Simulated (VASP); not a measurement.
Input of a VASP 6.6.1 run:

File INCAR:

```
SYSTEM = TiB2
PREC = Accurate
ENCUT = 700
EDIFF = 1E-7
ISMEAR = 0
SIGMA = 0.1
LREAL = .False.
LASPH = .True.
NELM = 80
ALGO = Normal
ISIF = 2
LWAVE = .False.
LCHARG = .False.
GGA = PE
NBANDS = 16
```

File KPOINTS:

```
Automatic mesh
0
Gamma
  12 12 10
  0 0 0
```

POSCAR

```
TiB2
1.0
    3.0292000000      0.0000000000      0.0000000000
   -1.5146000000      2.6233641500      0.0000000000
    0.0000000000      0.0000000000      3.2284000000
Ti B
1 2
Direct
    0.0000000000      0.0000000000      0.0000000000
    0.3333333300      0.6666666700      0.5000000000
    0.6666666700      0.3333333300      0.5000000000
```

Potentials or basis: VASP PAW PBE potentials, release 64 (Ti_sv, B).

Launch:

```bash
$ cat potpaw_PBE.64/Ti_sv/POTCAR potpaw_PBE.64/B/POTCAR > POTCAR
$ mpirun -np 1 vasp_std > vasp.out
```

Estimate the band gap on the k mesh.

none (metal or under the smearing width).

What does it give for the pressure?

0.4 GPa.

Stress tensor (GPa, compression positive):
```
 0.71  0.00  0.00
 0.00  0.71  0.00
 0.00  0.00 -0.16
```
